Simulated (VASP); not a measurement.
# GaS (P6_3/mmc) in VASP: band structure with PBE+D3(BJ)

Aim: the band structure of GaS with PBE+D3(BJ).

Everything below comes from runs of VASP 6.6.1. Logs are shortened: lines on timing, memory, paths and dates and some standing lists are left out, and cuts for length are marked.

**The experiment to reproduce.**

From “Vapor-liquid-solid growth of highly-mismatched semiconductor nanowires with high-fidelity van der Waals layer stacking”, 2022, arxiv:2211.03366, for a bulk crystal of GaS at 77 K: band gap 2.59 eV (indirect).

How close the calculation comes is told below.

## Step 1: The structure

Symmetry: P6_3/mmc, No. 194, hexagonal system. Conventional cell: a = 3.588 Å, b = 3.588 Å, c = 15.423 Å, α = 90.00°, β = 90.00°, γ = 120.00°. Ga (site symmetry 3m) is surrounded by 3 S at 2.34 Å and 1 Ga at 2.45 Å. S (site symmetry 3m) has 3 Ga at 2.34 Å as nearest neighbours.

## Step 2: Band structure, PBE+D3(BJ)

INCAR reads:

```
SYSTEM = GaS
  ALGO = Normal
  EDIFF = 1E-7
  ENCUT = 520
  GGA = PE
  ICORELEVEL = 1
  ISIF = 2
  ISMEAR = 0
  IVDW = 12
  KPAR = 2
  LASPH = .TRUE.
  LCHARG = .FALSE.
  LREAL = .FALSE.
  LWAVE = .FALSE.
  NBANDS = 48
  NELM = 80
  PREC = Accurate
  SIGMA = 0.03
```

KPOINTS reads:

```
k-points
0
G
  9 9 2
  0 0 0
```

POSCAR reads:

```
GaS                                     
1.0
    3.5882280984      0.0000000000      0.0000000000
   -1.7941140492      3.1074966852      0.0000000000
    0.0000000000     -0.0000000000     15.4227156572
  Ga              S             
     4     4
Direct
     0.3333333300000021    0.6666666699999979    0.1706259713074623
     0.6666666699999979    0.3333333300000021    0.6706259713074623
     0.3333333300000021    0.6666666699999979    0.3293740286925377
     0.6666666699999979    0.3333333300000021    0.8293740286925377
     0.3333333300000021    0.6666666699999979    0.5999601510966729
     0.6666666699999979    0.3333333300000021    0.0999601510966728
     0.3333333300000021    0.6666666699999979    0.9000398489033271
     0.6666666699999979    0.3333333300000021    0.4000398489033272
```

KPOINTS_OPT reads:

```
explicit points
96
Reciprocal
 0.0000000000  0.0000000000  0.0000000000 1
 0.0555555556  0.0000000000  0.0000000000 1
 0.1111111111  0.0000000000  0.0000000000 1
 0.1666666667  0.0000000000  0.0000000000 1
 0.2222222222  0.0000000000  0.0000000000 1
 0.2777777778  0.0000000000  0.0000000000 1
 0.3333333333  0.0000000000  0.0000000000 1
 0.3888888889  0.0000000000  0.0000000000 1
 0.4444444444  0.0000000000  0.0000000000 1
 0.5000000000  0.0000000000  0.0000000000 1
 0.5000000000  0.0000000000  0.0000000000 1
 0.4814814815  0.0370370370  0.0000000000 1
 0.4629629630  0.0740740741  0.0000000000 1
 0.4444444444  0.1111111111  0.0000000000 1
 0.4259259259  0.1481481481  0.0000000000 1
 0.4074074074  0.1851851852  0.0000000000 1
 0.3888888889  0.2222222222  0.0000000000 1
 0.3703703703  0.2592592592  0.0000000000 1
 0.3518518518  0.2962962963  0.0000000000 1
 0.3333333333  0.3333333333  0.0000000000 1
 0.3333333333  0.3333333333  0.0000000000 1
 0.2962962963  0.2962962963  0.0000000000 1
 0.2592592592  0.2592592592  0.0000000000 1
 0.2222222222  0.2222222222  0.0000000000 1
 0.1851851852  0.1851851852  0.0000000000 1
 0.1481481481  0.1481481481  0.0000000000 1
 0.1111111111  0.1111111111  0.0000000000 1
 0.0740740741  0.0740740741  0.0000000000 1
 0.0370370370  0.0370370370  0.0000000000 1
 0.0000000000  0.0000000000  0.0000000000 1
 0.0000000000  0.0000000000  0.0000000000 1
 0.0000000000  0.0000000000  0.0555555556 1
 0.0000000000  0.0000000000  0.1111111111 1
 0.0000000000  0.0000000000  0.1666666667 1
 0.0000000000  0.0000000000  0.2222222222 1
 0.0000000000  0.0000000000  0.2777777778 1
 0.0000000000  0.0000000000  0.3333333333 1
 0.0000000000  0.0000000000  0.3888888889 1
 0.0000000000  0.0000000000  0.4444444444 1
 0.0000000000  0.0000000000  0.5000000000 1
 0.0000000000  0.0000000000  0.5000000000 1
 0.0555555556  0.0000000000  0.5000000000 1
 0.1111111111  0.0000000000  0.5000000000 1
 0.1666666667  0.0000000000  0.5000000000 1
 0.2222222222  0.0000000000  0.5000000000 1
 0.2777777778  0.0000000000  0.5000000000 1
 0.3333333333  0.0000000000  0.5000000000 1
 0.3888888889  0.0000000000  0.5000000000 1
 0.4444444444  0.0000000000  0.5000000000 1
 0.5000000000  0.0000000000  0.5000000000 1
 0.5000000000  0.0000000000  0.5000000000 1
 0.4814814815  0.0370370370  0.5000000000 1
 0.4629629630  0.0740740741  0.5000000000 1
 0.4444444444  0.1111111111  0.5000000000 1
 0.4259259259  0.1481481481  0.5000000000 1
 0.4074074074  0.1851851852  0.5000000000 1
 0.3888888889  0.2222222222  0.5000000000 1
 0.3703703703  0.2592592592  0.5000000000 1
 0.3518518518  0.2962962963  0.5000000000 1
 0.3333333333  0.3333333333  0.5000000000 1
 0.3333333333  0.3333333333  0.5000000000 1
 0.2962962963  0.2962962963  0.5000000000 1
 0.2592592592  0.2592592592  0.5000000000 1
 0.2222222222  0.2222222222  0.5000000000 1
 0.1851851852  0.1851851852  0.5000000000 1
 0.1481481481  0.1481481481  0.5000000000 1
 0.1111111111  0.1111111111  0.5000000000 1
 0.0740740741  0.0740740741  0.5000000000 1
 0.0370370370  0.0370370370  0.5000000000 1
 0.0000000000  0.0000000000  0.5000000000 1
 0.5000000000  0.0000000000  0.5000000000 1
 0.5000000000  0.0000000000  0.4444444444 1
 0.5000000000  0.0000000000  0.3888888889 1
 0.5000000000  0.0000000000  0.3333333333 1
 0.5000000000  0.0000000000  0.2777777778 1
 0.5000000000  0.0000000000  0.2222222222 1
 0.5000000000  0.0000000000  0.1666666667 1
 0.5000000000  0.0000000000  0.1111111111 1
 0.5000000000  0.0000000000  0.0555555556 1
 0.5000000000  0.0000000000  0.0000000000 1
 0.3333333333  0.3333333333  0.0000000000 1
 0.3333333333  0.3333333333  0.0555555556 1
 0.3333333333  0.3333333333  0.1111111111 1
 0.3333333333  0.3333333333  0.1666666667 1
 0.3333333333  0.3333333333  0.2222222222 1
 0.3333333333  0.3333333333  0.2777777778 1
 0.3333333333  0.3333333333  0.3333333333 1
 0.3333333333  0.3333333333  0.3888888889 1
 0.3333333333  0.3333333333  0.4444444444 1
 0.3333333333  0.3333333333  0.5000000000 1
 0.0000000000  0.0000000000  0.0000000000 1
 0.0000000000  0.0000000000  0.5000000000 1
 0.3333333333  0.3333333333  0.5000000000 1
 0.3333333333  0.3333333333  0.0000000000 1
 0.5000000000  0.0000000000  0.5000000000 1
 0.5000000000  0.0000000000  0.0000000000 1
```

Potentials or basis: VASP PAW PBE potentials, release 64 (Ga_d, S).

On the command line:

```console
> cat potpaw_PBE.64/Ga_d/POTCAR potpaw_PBE.64/S/POTCAR > POTCAR
> mpirun -np 2 vasp_std > vasp.out
```

OUTCAR:

```text
SYSTEM = GaS
   EDIFF = 1E-7
   ENCUT = 520
   GGA = PE
   ISIF = 2
   ISMEAR = 0
   IVDW = 12
   LASPH = .TRUE.
   LREAL = .FALSE.
   NELM = 80
   PREC = Accurate
 IVDW          = 12

 ion  position               nearest neighbor table
   1  0.333  0.667  0.171-   6 2.34   6 2.34   6 2.34   3 2.45
   2  0.667  0.333  0.671-   5 2.34   5 2.34   5 2.34   4 2.45
   3  0.333  0.667  0.329-   8 2.34   8 2.34   8 2.34   1 2.45
   4  0.667  0.333  0.829-   7 2.34   7 2.34   7 2.34   2 2.45
   5  0.333  0.667  0.600-   2 2.34   2 2.34   2 2.34
   6  0.667  0.333  0.100-   1 2.34   1 2.34   1 2.34
   7  0.333  0.667  0.900-   4 2.34   4 2.34   4 2.34
   8  0.667  0.333  0.400-   3 2.34   3 2.34   3 2.34

  LATTYP: Found a hexagonal cell.
 ALAT       =     3.5882280984
 C/A-ratio  =     4.2981424910

  Lattice vectors:

 A1 = (   3.5882280984,   0.0000000000,   0.0000000000)
 A2 = (  -1.7941140492,   3.1074966852,   0.0000000000)
 A3 = (   0.0000000000,   0.0000000000,  15.4227156572)

Analysis of symmetry for initial positions (statically):
=====================================================================
 Subroutine PRICEL returns:
 Original cell was already a primitive cell.

 Routine SETGRP: Setting up the symmetry group for a
 hexagonal supercell.

 Subroutine GETGRP returns: Found 24 space group operations
 (whereof 12 operations were pure point group operations)
 out of a pool of 24 trial point group operations.

The static configuration has the point symmetry D_3d.
 The point group associated with its full space group is D_6h.

Analysis of symmetry for dynamics (positions and initial velocities):
=====================================================================
 Subroutine PRICEL returns:
 Original cell was already a primitive cell.

 Routine SETGRP: Setting up the symmetry group for a
 hexagonal supercell.

 Subroutine GETGRP returns: Found 24 space group operations
 (whereof 12 operations were pure point group operations)
 out of a pool of 24 trial point group operations.

The dynamic configuration has the point symmetry D_3d.
 The point group associated with its full space group is D_6h.

 Subroutine INISYM returns: Found 24 space group operations
 (whereof 12 operations are pure point group operations),
 and found     1 'primitive' translations

----------------------------------------------------------------------------------------

                                     Primitive cell

  volume of cell :     171.9696

  direct lattice vectors                    reciprocal lattice vectors
     3.588228098  0.000000000  0.000000000     0.278689083  0.160901217  0.000000000
    -1.794114049  3.107496685  0.000000000     0.000000000  0.321802435  0.000000000
     0.000000000  0.000000000 15.422715657     0.000000000  0.000000000  0.064839424

  length of vectors
     3.588228098  3.588228096 15.422715657     0.321802435  0.321802435  0.064839424

  position of ions in fractional coordinates (direct lattice)
     0.333333330  0.666666670  0.170625971
     0.666666670  0.333333330  0.670625971
     0.333333330  0.666666670  0.329374029
     0.666666670  0.333333330  0.829374029
     0.333333330  0.666666670  0.599960151
[... 73 lines left out ...]
   NGX,Y,Z   is equivalent  to a cutoff of  12.97, 12.97, 12.94 a.u.
   NGXF,Y,Z  is equivalent  to a cutoff of  25.95, 25.95, 25.87 a.u.
 SYSTEM =  GaS
   PREC   = accura    normal or accurate (medium, high low for compatibility)
   ISTART =      0    job   : 0-new  1-cont  2-samecut
   ICHARG =      2    charge: 1-file 2-atom 10-const
   ISPIN  =      1    spin polarized calculation?
   LNONCOLLINEAR =      F non collinear calculations
   LSORBIT =      F    spin-orbit coupling
   LASPH  =      T    aspherical Exc in radial PAW
   ENCUT  =  520.0 eV  38.22 Ry    6.18 a.u.   6.67  6.67 28.68*2*pi/ulx,y,z
   NELM   =     80;   NELMIN=  2; NELMDL= -5     # of ELM steps
   EDIFF  = 0.1E-06   stopping-criterion for ELM
   LREAL  =      F    real-space projection
   EDIFFG = 0.1E-05   stopping-criterion for IOM
   NSW    =      0    number of steps for IOM
   IBRION =     -1    ionic relax: 0-MD 1-quasi-New 2-CG
   NFREE  =      0    steps in history (QN), initial steepest desc. (CG)
   ISIF   =      2    stress and relaxation
   ISYM   =      2    0-nonsym 1-usesym 2-fastsym
   POTIM  = 0.5000    time-step for ionic-motion
   TEBEG  =    0.0;   TEEND  =   0.0 temperature during run
   PSTRESS=    0.0 pullay stress
   NELECT =      76.0000    total number of electrons
   NUPDOWN=      -1.0000    fix difference up-down
   EMIN   =  10.00;   EMAX   =-10.00  energy-range for DOS
   EFERMI =   0.00;   METHOD = LEGACY
   ISMEAR =     0;   SIGMA  =   0.03  broadening in eV -4-tet -1-fermi 0-gaus
   EFERMI_NEDOS =   21; number of points for ismear=-14 and -15
   IALGO  =     38    algorithm
   IMIX   =      4    mixing-type and parameters
     AMIX     =   0.40;   BMIX     =  1.00
     AMIX_MAG =   1.60;   BMIX_MAG =  1.00
  volume/ion in A,a.u.               =      21.50       145.06
  Fermi-wavevector in a.u.,A,eV,Ry     =   1.246988  2.356465 21.156765  1.554978
  Thomas-Fermi vector in A             =   2.381140
   LORBIT       =      0    0 simple, 1 ext, 2 COOP (PROOUT), +10 PAW based schemes
   GGA     = PE    functional components
   LHFCALC =     F    Hartree Fock is set to
   AEXX    =    0.0000 exact exchange contribution
   IVDW    =    12    specifies the selected vdW correction
   LEPSILON=     F    determine dielectric tensor
   LRPA    =     F    only Hartree local field effects (RPA)
 non-spin polarized calculation
 Gauss-broadening in eV      SIGMA  =   0.03
  energy-cutoff  :      520.00
  volume of cell :      171.97
 maximum number of plane-waves:      4666
 NGX is ok and might be reduce to    28
   NGX = 13   NGY = 13   NGZ = 57

 number of electron      76.0000023 magnetization

 Free energy of the ion-electron system (eV)
  ---------------------------------------------------
  ext. energy  EPLUGINS =         0.00000000
  ---------------------------------------------------
  free energy    TOTEN  =       -33.20976884 eV

  energy without entropy =      -33.20976884  energy(sigma->0) =      -33.20976884

 the core state eigenenergies are
   1-  1s -10220.2291  2s  -1253.6193  2p  -1090.0842  3s   -139.6431  3p    -90.3758

   2-  1s -10220.2291  2s  -1253.6193  2p  -1090.0842  3s   -139.6431  3p    -90.3758

   3-  1s -10220.2291  2s  -1253.6193  2p  -1090.0842  3s   -139.6431  3p    -90.3758

   4-  1s -10220.2291  2s  -1253.6193  2p  -1090.0842  3s   -139.6431  3p    -90.3758

   5-  1s  -2395.4684  2s   -201.5669  2p   -146.3373
   6-  1s  -2395.4684  2s   -201.5669  2p   -146.3373
   7-  1s  -2395.4684  2s   -201.5669  2p   -146.3373
   8-  1s  -2395.4684  2s   -201.5669  2p   -146.3373

 E-fermi :   4.1224     XC(G=0):  -9.5112

 val. band max:        3.9859813164   @ k =   0.0000   0.0000   0.0000
 cond. band min:       5.5593800442   @ k =   0.4444  -0.0000   0.0000
 fundamental gap:      1.5733987278
 Fermi energy:         4.1223950778

 k-point     1 :       0.0000    0.0000    0.0000
  band No.  band energies     occupation
      1     -10.9906      2.00000
      2     -10.9876      2.00000
      3     -10.8602      2.00000
      4     -10.8602      2.00000
      5     -10.8600      2.00000
      6     -10.8600      2.00000
[... 1213 lines left out ...]
     47      10.5915      0.00000
     48      10.5915      0.00000

------------------------ aborting loop because EDIFF is reached ----------------------------------------

 Edisp (eV)   -2.19005

 E8    (eV) :    -0.9106

  FORCE on cell =-STRESS in cart. coord.  units (eV):
  Direction    XX          YY          ZZ          XY          YZ          ZX
  --------------------------------------------------------------------------------------
  -------------------------------------------------------------------------------------
  Total       0.01113     0.01113     0.01225     0.00000     0.00000     0.00000
  in kB       0.10373     0.10373     0.11413     0.00000     0.00000     0.00000
  external pressure =        0.11 kB  Pullay stress =        0.00 kB

 VOLUME and BASIS-vectors are now :
 -----------------------------------------------------------------------------
  energy-cutoff  :      520.00
  volume of cell :      171.97
      direct lattice vectors                 reciprocal lattice vectors
     3.588228098  0.000000000  0.000000000     0.278689083  0.160901217  0.000000000
    -1.794114049  3.107496685  0.000000000     0.000000000  0.321802435  0.000000000
     0.000000000  0.000000000 15.422715657     0.000000000  0.000000000  0.064839424

 POSITION                                       TOTAL-FORCE (eV/Angst)
 -----------------------------------------------------------------------------------
     -0.00000      2.07166      2.63152        -0.000000     -0.000000      0.002835
      1.79411      1.03583     10.34287         0.000000      0.000000      0.002835
     -0.00000      2.07166      5.07984        -0.000000      0.000000     -0.002835
      1.79411      1.03583     12.79120         0.000000     -0.000000     -0.002835
     -0.00000      2.07166      9.25301         0.000000      0.000000      0.004501
      1.79411      1.03583      1.54166         0.000000     -0.000000      0.004501
     -0.00000      2.07166     13.88106         0.000000      0.000000     -0.004501
      1.79411      1.03583      6.16970         0.000000     -0.000000     -0.004501
 -----------------------------------------------------------------------------------
    total drift:                               -0.000020      0.000011     -0.000006

  FREE ENERGIE OF THE ION-ELECTRON SYSTEM (eV)
  ---------------------------------------------------
  free  energy   TOTEN  =       -35.3998187374 eV

  energy  without entropy=      -35.3998187374  energy(sigma->0) =      -35.39981874
```

It took 3.1 min on 2 MPI ranks of Intel Xeon 6975P-C (Granite Rapids), shared host; peak memory 0.44 GiB.

What came out:

| Property | Result |
| --- | --- |
| Free energy | -35.3998 eV |
| Pressure | 0.0 GPa |
| Largest force | 0.005 eV/Å |
| Band gap on the k mesh | 1.57 eV, indirect (least direct gap 1.67 eV) |
| Band gap along the path | 1.56 eV, indirect (least direct gap 1.67 eV) |
| Dispersion energy per atom | -0.274 eV |

Forces in eV/Å, atoms in the order of the input:
```
Ga   0.000  0.000  0.003
Ga   0.000  0.000  0.003
Ga   0.000  0.000 -0.003
Ga   0.000  0.000 -0.003
S    0.000  0.000  0.005
S    0.000  0.000  0.005
S    0.000  0.000 -0.005
S    0.000  0.000 -0.005
```

Levels at the corners of the path, in eV from the valence-band top:
```
point  band 36  band 37  band 38  band 39  band 40  band 41
    Γ    -1.41    -1.41     0.00     1.67     2.37     2.84
    M    -2.36    -2.24    -1.67     1.56     1.70     2.06
    M    -2.36    -2.24    -1.67     1.56     1.70     2.06
    K    -2.37    -1.99    -1.99     1.74     2.27     3.22
    K    -2.37    -1.99    -1.99     1.74     2.27     3.22
    Γ    -1.41    -1.41     0.00     1.67     2.37     2.84
    Γ    -1.41    -1.41     0.00     1.67     2.37     2.84
    A    -1.44    -0.73    -0.73     2.11     2.11     2.93
    A    -1.44    -0.73    -0.73     2.11     2.11     2.93
    L    -2.58    -1.95    -1.95     1.78     1.78     2.07
    L    -2.58    -1.95    -1.95     1.78     1.78     2.07
    H    -2.57    -1.86    -1.86     1.97     1.97     3.10
    H    -2.57    -1.86    -1.86     1.97     1.97     3.10
    A    -1.44    -0.73    -0.73     2.11     2.11     2.93
    L    -2.58    -1.95    -1.95     1.78     1.78     2.07
    M    -2.36    -2.24    -1.67     1.56     1.70     2.06
    K    -2.37    -1.99    -1.99     1.74     2.27     3.22
    H    -2.57    -1.86    -1.86     1.97     1.97     3.10
```

Core levels (eV, on the scale of the bands):
| atom | levels |
| --- | --- |
| 1 Ga | 1s -10220.2, 2s -1253.6, 2p -1090.1, 3s -139.6, 3p -90.4 |
| 2 Ga | 1s -10220.2, 2s -1253.6, 2p -1090.1, 3s -139.6, 3p -90.4 |
| 3 Ga | 1s -10220.2, 2s -1253.6, 2p -1090.1, 3s -139.6, 3p -90.4 |
| 4 Ga | 1s -10220.2, 2s -1253.6, 2p -1090.1, 3s -139.6, 3p -90.4 |
| 5 S | 1s -2395.5, 2s -201.6, 2p -146.3 |
| 6 S | 1s -2395.5, 2s -201.6, 2p -146.3 |

## Step 3: Against experiment

Step 2. A measured gap of GaS is 2.59 eV (indirect; 77 K; quoted in “Vapor-liquid-solid growth of highly-mismatched semiconductor nanowires with high-fidelity van der Waals layer stacking”, 2022, arxiv:2211.03366); the calculated 1.56 eV misses it by -1.03 eV. 2 values of this kind are on record (2.53 to 2.59 eV); this one was drawn at random. Spin-orbit coupling on Ga is left out. The value is that of PBE+D3(BJ), without temperature or zero-point motion. Semilocal functionals fall short of measured gaps as a rule.
